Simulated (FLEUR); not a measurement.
# Cu2O (Cuprite) under changes of volume

One of the cells (12.885 Å³/atom); the others are scaled copies at fixed shape and fractional positions:

```xyz
6
Lattice="4.2600 0.0000 0.0000 0.0000 4.2600 0.0000 0.0000 0.0000 4.2600" Properties=species:S:1:pos:R:3 pbc="T T T"
Cu    3.1950    1.0650    3.1950
Cu    3.1950    3.1950    1.0650
Cu    1.0650    3.1950    3.1950
Cu    1.0650    1.0650    1.0650
O     2.1300    2.1300    2.1300
O     0.0000    0.0000    0.0000
```

```yaml
Program: FLEUR MaX-R8.1 (later development tree)
Functional: PBEsol
Potentials_or_basis: all-electron
Basis: FLAPW
Kmax: 5.54 1/bohr
k_mesh: 6 × 6 × 6
Occupations: fermi-dirac, width 0.05 eV
Spin: no spin polarisation
```

| volume (Å³/atom) | energy over the lowest point (meV/atom) | gap on the mesh (eV) |
| --- | --- | --- |
| 12.112 | 5.71 | 0.65 |
| 12.369 | 0.00 | 0.60 |
| 12.885 | 2.02 | 0.50 |
| 13.400 | ? | ? |
| 13.658 | 32.48 | 0.38 |

**Question.** What does the run at 13.400 Å³/atom give?

**Answer.** Energy over the lowest point 19.21 meV/atom; gap on the mesh 0.41 eV.

Worked out: A Birch-Murnaghan fit of order 2 (a polynomial in V^(-2/3)) to the other rows has its minimum at 12.56 Å³/atom with B0 = V·E''(V) = 130 GPa. It gives 19.13 meV/atom at 13.400 Å³/atom, against the run's 19.21. A straight line through the other rows of the gap, of slope -2.25 eV per unit of ln V (its deformation potential), gives 0.42 eV, against the run's 0.41.

Energies are extrapolated to zero smearing.

A mesh can miss the band edges.
